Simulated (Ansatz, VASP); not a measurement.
## CaF2 (Fluorite) in VASP and in Ansatz

The input INCAR:

```
PREC = Accurate
ENCUT = 520
EDIFF = 1E-6
ISMEAR = 0
SIGMA = 0.1
LREAL = False
LASPH = True
NELM = 80
ALGO = Normal
ISIF = 2
LWAVE = False
LCHARG = True
GGA = PS
LELF = True
LVHAR = True
NBANDS = 19
```

KPOINTS

```
Automatic mesh
0
Gamma
  6 6 6
```

The input POSCAR:

```
CaF2
1.0
    0.0000000000      2.7310000000      2.7310000000
    2.7310000000      0.0000000000      2.7310000000
    2.7310000000      2.7310000000      0.0000000000
Ca F
1 2
Direct
    0.0000000000      0.0000000000      0.0000000000
    0.2500000000      0.2500000000      0.2500000000
    0.7500000000      0.7500000000      0.7500000000
```

Input for Ansatz:

```yaml
crystal:
  lattice:
    - [0.0, 2.731, 2.731]
    - [2.731, 0.0, 2.731]
    - [2.731, 2.731, 0.0]
  atoms:
    - { symbol: Ca, position: [0.0, 0.0, 0.0] }
    - { symbol: F, position: [0.25, 0.25, 0.25] }
    - { symbol: F, position: [0.75, 0.75, 0.75] }
basis:
  ecutwfc: 420
kpoints:
  mp_grid: { grid: [6, 6, 6] }
hamiltonian:
  xc: pbesol
scf:
  occupations: { method: gaussian, width: 0.1 }
output:
  forces: true
  stress: true
  eigenvalues: true
```

Alike in both runs: task single point; functional PBEsol; k mesh 6 × 6 × 6; occupations gaussian, width 0.1 eV; no spin polarisation.

|  | VASP | Ansatz |
| --- | --- | --- |
| version | VASP 6.6.1 | Ansatz 0.2.0 |
| potentials or method | VASP PAW PBE potentials, release 64 (Ca_sv, F) | scalar-relativistic, plane waves, PAW |
| plane-wave cutoff (eV) | 520 | 420 |
| valence electrons in the cell | 24 | 24 |

|  | VASP | Ansatz | Ansatz less VASP |
| --- | --- | --- | --- |
| gap on the k mesh at the Fermi level (eV) | 7.09 | 7.11 | +0.022 |
| least direct gap on the mesh (eV) | 7.35 | 7.37 | +0.021 |
| pressure (GPa) | -1.6 | -1.9 | -0.27 |

Caveats: the PAW data sets were made with another functional, which shifts forces and pressure a little (VASP). PBEsol gaps usually lie below the measured ones, often by a third to a half. A k mesh can miss the band edges.
